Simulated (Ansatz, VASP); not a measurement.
# Be: VASP beside Ansatz

File INCAR:

```
  PREC = Accurate
  ENCUT = 520
  EDIFF = 1E-6
  ISMEAR = 0
  SIGMA = 0.3
  LREAL = F
  LASPH = T
  NELM = 60
  ALGO = Normal
  ISIF = 2
  LWAVE = F
  LCHARG = F
  GGA = CA
  NBANDS = 9
```

Contents of KPOINTS:

```
Automatic mesh
0
Gamma
  16 16 9
```

POSCAR

```
Be
1.0
    2.2295160349      0.0000000000      0.0000000000
   -1.1147580175      1.9308175243      0.0000000000
    0.0000000000      0.0000000000      3.5083258361
Be
2
Direct
    0.3333333333      0.6666666667      0.2500000000
    0.6666666667      0.3333333333      0.7500000000
```

Input for Ansatz:

```yaml
crystal:
  lattice:
    - [2.2295160349, 0.0, 0.0]
    - [-1.1147580175, 1.9308175243, 0.0]
    - [0.0, 0.0, 3.5083258361]
  atoms:
    - { symbol: Be, position: [0.3333333333, 0.6666666667, 0.25] }
    - { symbol: Be, position: [0.6666666667, 0.3333333333, 0.75] }
hamiltonian:
  xc: lda
  pseudopotentials:
    kind: paw
    azcp:
      Be: "pseudopotentials/Be.paw.azcp"
basis:
  ecutwfc: 420
  fft_grid_basis: typed
kpoints:
  mp_grid: { grid: [16, 16, 9], shift: [0, 0, 0] }
magnetization:
  spin_polarized: false
scf:
  occupations: { method: gaussian, width: 0.3 }
  lower_state_search: "off"
output:
  stress: true
```

Alike in both runs: task single point; functional LDA; k mesh 16 × 16 × 9; occupations gaussian, width 0.3 eV; no spin polarisation.

|  | VASP | Ansatz |
| --- | --- | --- |
| version | VASP 6.6.1 | Ansatz 0.2.0 |
| potentials or method | VASP PAW LDA potentials, release 64 (Be) | plane waves (420 eV) with PAW, scalar-relativistic |
| plane-wave cutoff (eV) | 520 | 420 |
| valence electrons in the cell | 4 | 4 |

|  | VASP | Ansatz | Ansatz less VASP |
| --- | --- | --- | --- |
| pressure (GPa) | 0.4 | 0.0 | -0.45 |
| largest component of the traceless stress (GPa) | 0.07 | 0.06 | -0.005 |

Ansatz warned: «pseudo_functional_mismatch».
